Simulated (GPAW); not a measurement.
Runs of GPAW 26.7.0 on Ge. Symmetry: Cmmm, No. 65, orthorhombic system. The conventional cell has a = 2.794 Å, b = 5.201 Å, c = 2.698 Å, α = 90.00°, β = 90.00°, γ = 90.00°. Around Ge (site symmetry mmm) lie 8 Ge at 2.70 to 2.95 Å. This isn't the form of Ge at room conditions, which is diamond.

```tsv
task	level	potentials or basis	cell	smearing	band path	band points	optimizer	fmax	max steps	gap on the mesh (eV)	pressure (GPa)	relaxed volume (Å³/atom)
band structure	LDA	the program's PAW data sets (release 1.2.1) made for this functional, pw	as given	fermi-dirac 0.05 eV	GXSRAZGYX1A1TY,ZT	100	-	-	-	-	(a)	-
relaxation of cell and atoms	PBEsol+D3(BJ)	PAW data sets generated in the run's folder for this functional, pw	relaxed	fermi-dirac 0.05 eV	-	-	BFGS	0.02 eV/Å	60	none	0.0	17.68
relaxation of cell and atoms	PBEsol+D3(BJ)+ATM	PAW data sets generated in the run's folder for this functional, pw	relaxed	fermi-dirac 0.05 eV	-	-	BFGS	0.02 eV/Å	60	none	0.0	17.75
single point	PBEsol	PAW data sets generated in the run's folder for this functional, pw	as given	gaussian 0.02 eV	-	-	-	-	-	none	-4.3	-
single point	PBEsol	PAW data sets generated in the run's folder for this functional, pw	as given	gaussian 0.05 eV	-	-	-	-	-	none	-4.3	-
```

Alike in all rows: no spin polarisation; k mesh 11 × 11 × 10; cutoff (eV) 600.

Q: Estimate the missing entries.

A: (a) -5.8.

Caveats: later steps reuse the first step's grids (some runs); pairwise dispersion overbinds metals, which lowers pressure and volume (some runs).

A k mesh can miss the band edges, and the runs leave out spin-orbit coupling on Ge.

A gap of «none» marks a metal or a gap under the smearing width.

Not every run made on this cell is shown here.
